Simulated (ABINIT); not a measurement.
**A GW chain in ABINIT: BN (Qingsongite)**

Aim: the G0W0 gap of BN (Qingsongite) on PBE, step by step.

Program: ABINIT 10.8.3. Level of theory: PBE and many-body steps on it, plane waves. Results are calculated unless marked as measured.

This is a report of a sequence of runs, with most program output left out.

## Step 1: Starting point

It takes space group F-43m (No. 216, cubic). Conventional cell: a = 3.615 Å, b = 3.615 Å, c = 3.615 Å, α = 90.00°, β = 90.00°, γ = 90.00°. Nearest to B lie 4 N at 1.57 Å. N has 4 B at 1.57 Å nearest. Farther neighbours and most contacts between anions are not listed.

As a file:

```cif
data_structure
_symmetry_space_group_name_H-M 'P 1'
_symmetry_Int_Tables_number 1
_cell_length_a 2.5562
_cell_length_b 2.5562
_cell_length_c 2.5562
_cell_angle_alpha 60.000
_cell_angle_beta 60.000
_cell_angle_gamma 60.000
_cell_volume 11.81
loop_
_atom_site_label
_atom_site_type_symbol
_atom_site_fract_x
_atom_site_fract_y
_atom_site_fract_z
_atom_site_occupancy
B1 B 0.00000 0.00000 0.00000 1
N2 N 0.25000 0.25000 0.25000 1
```

The cell and positions come from the Crystallography Open Database and are kept as given unless a step says otherwise.

## Step 2: Ground state

This step: ABINIT 10.8.3; DFT, PBE, plane waves, norm-conserving pseudopotentials.

The ground-state density comes first.

Contents of run.abi:

```
acell 3*1.0 Angstrom
rprim 
  -0.000000000000 1.807500000000 1.807500000000
  1.807500000000 0.000000000000 1.807500000000
  1.807500000000 1.807500000000 -0.000000000000
ntypat 2
znucl 5 7
natom 2
typat 1 2
xred 
  0.000000000000 0.000000000000 0.000000000000
  0.250000000000 0.250000000000 0.250000000000
pp_dirpath "pseudos"
pseudos "B.upf, N.upf"
ecut 36
ngkpt 10 10 10
nshiftk 1
shiftk 0 0 0
kptopt 1
chksymbreak 0
nband 9
occopt 1
tolvrs 1e-10
nstep 60
prtwf 0
optforces 0
optstress 0
indata_prefix "in"
outdata_prefix "out"
tmpdata_prefix "tmp"
```

Run with:

```
$ OMP_NUM_THREADS=1 mpirun -n 4 abinit run.abi > log
```

Run time: 5 s. Hardware: 4 MPI ranks of Arm Neoverse V1, shared host; peak memory 0.24 GiB.

This step gave:

| Item | Value |
| --- | --- |
| total energy | -364.7007 eV |
| gap | 4.535 eV |
| k of the valence top | 0, 0, 0 |
| k of the conduction bottom | 0.5, 0.5, 0 |
| least direct gap | 8.878 eV |

The gap is indirect, with the least direct gap 4.34 eV higher.

## Step 3: Bands along the symmetry lines

The cheap functional maps the bands first; the places of the edges decide which points the dearer methods must see.

Contents of run.abi:

```
acell 3*1.0 Angstrom
rprim 
  -0.000000000000 1.807500000000 1.807500000000
  1.807500000000 0.000000000000 1.807500000000
  1.807500000000 1.807500000000 -0.000000000000
ntypat 2
znucl 5 7
natom 2
typat 1 2
xred 
  0.000000000000 0.000000000000 0.000000000000
  0.250000000000 0.250000000000 0.250000000000
pp_dirpath "pseudos"
pseudos "B.upf, N.upf"
ecut 36
iscf -2
irdden 1
kptopt 0
nkpt 50
kpt 
  0.00000000 0.00000000 0.00000000
  -0.06250000 -0.06250000 0.00000000
  -0.12500000 -0.12500000 0.00000000
  -0.18750000 -0.18750000 0.00000000
  -0.25000000 -0.25000000 0.00000000
  -0.31250000 -0.31250000 0.00000000
  -0.37500000 -0.37500000 0.00000000
  -0.43750000 -0.43750000 0.00000000
  -0.50000000 -0.50000000 0.00000000
  -0.48437500 -0.48437500 0.03125000
  -0.46875000 -0.46875000 0.06250000
  -0.45312500 -0.45312500 0.09375000
  -0.43750000 -0.43750000 0.12500000
  -0.42187500 -0.42187500 0.15625000
  -0.40625000 -0.40625000 0.18750000
  -0.39062500 -0.39062500 0.21875000
  -0.37500000 -0.37500000 0.25000000
  -0.37500000 0.00000000 0.37500000
  -0.32812500 0.00000000 0.32812500
  -0.28125000 0.00000000 0.28125000
  -0.23437500 0.00000000 0.23437500
  -0.18750000 0.00000000 0.18750000
  -0.14062500 0.00000000 0.14062500
  -0.09375000 0.00000000 0.09375000
  -0.04687500 0.00000000 0.04687500
  0.00000000 0.00000000 0.00000000
  0.00000000 0.00000000 0.06250000
  0.00000000 0.00000000 0.12500000
  0.00000000 0.00000000 0.18750000
  0.00000000 0.00000000 0.25000000
  0.00000000 0.00000000 0.31250000
  0.00000000 0.00000000 0.37500000
  0.00000000 0.00000000 0.43750000
  -0.00000000 -0.00000000 0.50000000
  -0.06250000 -0.03125000 0.46875000
  -0.12500000 -0.06250000 0.43750000
  -0.18750000 -0.09375000 0.40625000
  -0.25000000 -0.12500000 0.37500000
  -0.31250000 -0.15625000 0.34375000
  -0.37500000 -0.18750000 0.31250000
  -0.43750000 -0.21875000 0.28125000
  -0.50000000 -0.25000000 0.25000000
  -0.50000000 -0.28125000 0.21875000
  -0.50000000 -0.31250000 0.18750000
  -0.50000000 -0.34375000 0.15625000
  -0.50000000 -0.37500000 0.12500000
  -0.50000000 -0.40625000 0.09375000
  -0.50000000 -0.43750000 0.06250000
  -0.50000000 -0.46875000 0.03125000
  -0.50000000 -0.50000000 0.00000000
istwfk *1
nband 11
nbdbuf 2
tolwfr 1e-08
nstep 40
prtwf 0
prtvol 0
indata_prefix "in"
outdata_prefix "out"
tmpdata_prefix "tmp"
```

The job ended after 3.7 s (4 MPI ranks; peak memory 0.23 GiB; 14 s of CPU time).

Numbers from this step:

```yaml
gap: 4.535 eV
k_of_the_valence_top: 0, 0, 0
k_of_the_conduction_bottom: -0.5, -0.5, 0
least_direct_gap: 8.878 eV
```

The gap is 4.535 eV, as in the run before at this level.

Electronic bands along the path, in eV, zero at the top of the highest filled band; v1 is the highest filled band, c1 the lowest empty one:

```csv
point,v4,v3,v2,v1,c1,c2,c3,c4
Γ,-20.21,0.00,0.00,0.00,8.88,8.88,8.88,10.37
halfway,-18.25,-3.97,-3.01,-3.01,6.86,11.62,13.48,13.48
X,-14.62,-8.91,-4.91,-4.91,4.54,9.34,17.91,17.91
halfway,-14.55,-8.69,-5.96,-4.69,5.49,10.28,17.32,17.54
U,-14.54,-8.12,-7.66,-4.08,6.98,12.95,15.84,16.68
jump to K,-14.54,-8.12,-7.66,-4.08,6.98,12.95,15.84,16.68
halfway,-18.03,-5.73,-3.91,-1.12,10.71,10.76,11.24,13.58
Γ,-20.21,0.00,0.00,0.00,8.88,8.88,8.88,10.37
halfway,-18.73,-5.47,-1.13,-1.13,9.70,10.40,10.40,13.57
L,-15.99,-10.68,-1.94,-1.94,10.21,10.78,10.78,15.26
halfway,-15.29,-9.69,-4.82,-3.45,9.66,11.24,14.40,15.79
W,-14.31,-7.58,-6.96,-6.50,9.65,13.35,14.61,14.69
halfway,-14.47,-8.49,-5.77,-5.71,6.58,11.00,16.25,17.43
X,-14.62,-8.91,-4.91,-4.91,4.54,9.34,17.91,17.91
```

## Step 4: Empty states on the mesh, 8×8×8 mesh, 76 bands

The sums over transitions need many empty states on a uniform mesh; this step solves for them.

Contents of run.abi:

```
acell 3*1.0 Angstrom
rprim 
  -0.000000000000 1.807500000000 1.807500000000
  1.807500000000 0.000000000000 1.807500000000
  1.807500000000 1.807500000000 -0.000000000000
ntypat 2
znucl 5 7
natom 2
typat 1 2
xred 
  0.000000000000 0.000000000000 0.000000000000
  0.250000000000 0.250000000000 0.250000000000
pp_dirpath "pseudos"
pseudos "B.upf, N.upf"
ecut 36
ngkpt 8 8 8
nshiftk 1
shiftk 0 0 0
kptopt 1
chksymbreak 0
irdden 1
istwfk *1
nband 76
prtvol 0
optdriver 6
gwr_task "HDIAGO"
paral_kgb 0
occopt 1
indata_prefix "in"
outdata_prefix "out"
tmpdata_prefix "tmp"
```

Elapsed: 8.4 s, on 4 MPI ranks; peak memory 0.38 GiB; 33 s of CPU time.

Numbers from this step:

```yaml
gap: 4.535 eV
k_of_the_valence_top: 0, 0, 0
k_of_the_conduction_bottom: 0.5, 0.5, 0
least_direct_gap: 8.878 eV
k_points_computed: 29
lowest_point_of_the_top_converged_band_above_the_valence_top: 156.1506 eV
```

On this mesh the gap is 4.535 eV.

## Step 5: Screening, 8×8×8 mesh, 68 bands, screening to 239.5 eV

The RPA dielectric matrix is built and inverted for each q.

This step: RPA screening on PBE, plane waves, norm-conserving pseudopotentials.

run.abi, as its differences from that of step 4:

```diff
@@ -20,10 +20,11 @@
 chksymbreak 0
-irdden 1
 istwfk *1
-nband 76
-prtvol 0
-optdriver 6
-gwr_task "HDIAGO"
-paral_kgb 0
 occopt 1
+irdwfk 1
+optdriver 3
+nband 68
+ecuteps 8.8
+inclvkb 2
+awtr 1
+symchi 1
 indata_prefix "in"
```

Wall time 50 s (4 MPI ranks); peak memory 0.65 GiB.

This step gave:

* ε∞ with local fields, on this mesh, along the program's q direction: 4.310
* the same without local fields: 4.661
* plasma frequency: 30.56 eV
* plane waves in the screening matrix: 113

Local fields lower ε∞ by 8 %.

## Step 6: Self-energy, 8×8×8 mesh, 68 bands, screening to 239.5 eV

The self-energy is evaluated for the states that the input lists, and the levels follow from it, in one-shot runs by the linearised quasiparticle equation.

This step: G0W0 on PBE, plane waves, norm-conserving pseudopotentials.

run.abi, as its differences from that of step 5:

```diff
@@ -23,8 +23,17 @@
 irdwfk 1
-optdriver 3
+optdriver 4
 nband 68
+gwcalctyp 0
+ecutsigx 36
+symsigma 1
+nkptgw 2
+kptgw 
+  0.0000000000 0.0000000000 0.0000000000
+  0.5000000000 0.5000000000 0.0000000000
+bdgw 
+  2 7
+  3 6
 ecuteps 8.8
-inclvkb 2
-awtr 1
-symchi 1
+irdscr 1
+ppmodel 1
 indata_prefix "in"
```

Run time: 6.7 s. Hardware: 4 MPI ranks; peak memory 0.65 GiB.

Numbers from this step:

* G0W0 gap on the points computed: 6.008 eV
* starting gap on the mesh: 4.535 eV
* k of the valence top: 0, 0, 0
* k of the conduction bottom: 0.5, 0.5, 0
* Z at the valence top: 0.828
* Z at the conduction bottom: 0.854
* least direct G0W0 gap on the computed points: 10.93 eV

The gap on the mesh goes from 4.53 eV to 6.01 eV, a correction of +1.47 eV.

Limits: finite bands, cutoff and mesh. v1 is the top filled band, c1 the lowest empty one. Levels before and after the correction, in eV, zero at the valence-band top of each column:

```csv
,conduction bottom,valence top
Kohn-Sham,4.53,0.00
G0W0,6.01,0.00
```

```csv
,level,energy (eV)
Kohn-Sham,Γ v3-v1,0.000
Kohn-Sham,Γ c1-c3,8.878
Kohn-Sham,(0.5 0.5 0) v2-v1,-4.907
Kohn-Sham,(0.5 0.5 0) c1,4.535
Kohn-Sham,(0.5 0.5 0) c2,9.342
G0W0,Γ v3-v1,0.000
G0W0,Γ c1-c3,10.930
G0W0,(0.5 0.5 0) v2-v1,-5.389
G0W0,(0.5 0.5 0) c1,6.008
G0W0,(0.5 0.5 0) c2,10.939
```

## Step 7: Where the time went

Times are wall times on 4 MPI ranks of Arm Neoverse V1, shared host, good to a factor of about two.

```csv
step,time,share,memory (GiB)
ground state,5 s,7 %,0.24
bands along the symmetry lines,3.7 s,5 %,0.23
empty states on the mesh,8.4 s,11 %,0.38
screening,50 s,68 %,0.65
self-energy,6.7 s,9 %,0.65
```

## Step 8: Results

```json
{
 "PBE gap": "4.54 eV, indirect",
 "G0W0 gap on the mesh": "6.01 eV",
 "GW settings": "8×8×8 mesh, 68 bands, screening to 239.5 eV, Godby-Needs plasmon pole",
 "known limits": "not at the basis limit"
}
```

**Reading.** G0W0 moves the gap on the mesh from 4.53 eV to 6.01 eV (+1.47 eV), with Z of 0.83 and 0.85 at the edges. Local fields lower the RPA ε∞ on this mesh from 4.66 to 4.31. Only 2 of the mesh's irreducible points were corrected, so a valley elsewhere could overtake. The dearest step here is «screening». Bands and cutoff are finite, so the gap is not at the basis limit. The miss can reach some tenths of an eV and take either sign; the mesh is an error of its own. In the G0W0 run levels were corrected at 2 k points alone, so a gap called «on the mesh» is the least over those, and an edge elsewhere would be missed.

[Paths, hosts, dates, memory and timing lines, banners, echoed tables and standing remarks are left out of the program output.]

[Logs are printed without paths, hosts, clocks, repeated set-up lines and the standing remarks that a program may print on its own settings, such as how far it seeks lower states.]

[Runs of the session that timed out or met a known fault of the program may be left out.]

[Hosts, paths, dates, database ids (printed as entryN), source tags and the programs' standing remarks are cut or masked in the printed files.]

[G0W0 gaps are taken among the corrected bands and points alone; a level outside them can change the order at an edge.]

[Where Ansatz stands beside ABINIT at settings called matched, ABINIT's density can come from a denser mesh and the files from another edition; pairs whose starting gaps differed by over 0.03 eV were left out, so agreement reads better than it is.]
